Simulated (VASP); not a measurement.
Crystal: SnS.

```xyz
8
Lattice="11.2000 0.0000 0.0000 0.0000 3.9870 0.0000 0.0000 0.0000 4.3340" Properties=species:S:1:pos:R:3 pbc="T T T"
Sn    1.3373    0.9968    0.5192
Sn    4.2627    2.9903    2.6862
Sn    6.9373    0.9968    1.6478
Sn    9.8627    2.9903    3.8148
S     9.5290    0.9968    2.0773
S     7.2710    2.9903    4.2443
S     3.9290    0.9968    0.0897
S     1.6710    2.9903    2.2567
```

```yaml
Program: VASP 6.6.1
Task: relaxation of cell and atoms
Functional: PBEsol
Potentials_or_basis: VASP PAW PBE potentials, release 64 (Sn_d, S)
Cutoff: 600 eV
k_mesh: 4 × 8 × 6
Occupations: gaussian, width 0.03 eV
Spin: no spin polarisation
```

At the start: pressure -0.8 GPa; volume 24.19 Å³/atom.

Problem. How do energy, volume and symmetry change on relaxing?

Solution. Over 17 steps the energy falls by 3.3 meV/atom and the volume is 23.42 Å³/atom (-3.2 %); space group Pnma (No. 62, to 0.05 Å).

Step by step:
```tsv
step	energy change (eV)	largest force (eV/Å)	pressure (GPa)	volume (Å³)
1	0.0000	0.0741	-0.79	193.53
2	-0.0097	0.1417	0.13	190.21
3	-0.0097	0.1445	0.17	190.10
4	-0.0166	0.0946	0.11	189.32
5	-0.0225	0.0337	0.02	187.85
6	-0.0226	0.0383	0.03	187.65
7	-0.0247	0.0292	-0.04	187.49
8	-0.0246	0.0292	-0.03	187.48
9	-0.0254	0.0155	0.05	187.24
10	-0.0255	0.0152	0.09	187.09
11	-0.0257	0.0241	-0.09	187.58
12	-0.0258	0.0208	-0.02	187.43
13	-0.0258	0.0204	-0.05	187.45
14	-0.0259	0.0183	-0.02	187.43
15	-0.0260	0.0166	-0.01	187.41
16	-0.0262	0.0091	0.02	187.33
17	-0.0262	0.0094	-0.01	187.35
```

Final structure:
```yaml
crystal:
  lattice:
    - [11.08297, 0.00000, 0.00000]
    - [0.00000, 3.98446, 0.00000]
    - [0.00000, 0.00000, 4.24249]
  atoms:
    - { symbol: Sn, position: [0.11831, 0.25000, 0.11342] }
    - { symbol: Sn, position: [0.38169, 0.75000, 0.61342] }
    - { symbol: Sn, position: [0.61831, 0.25000, 0.38658] }
    - { symbol: Sn, position: [0.88169, 0.75000, 0.88658] }
    - { symbol: S, position: [0.85349, 0.25000, 0.47308] }
    - { symbol: S, position: [0.64651, 0.75000, 0.97308] }
    - { symbol: S, position: [0.35349, 0.25000, 0.02692] }
    - { symbol: S, position: [0.14651, 0.75000, 0.52692] }
```

Caveat: the PAW data sets were made with another functional, which shifts forces and pressure a little.
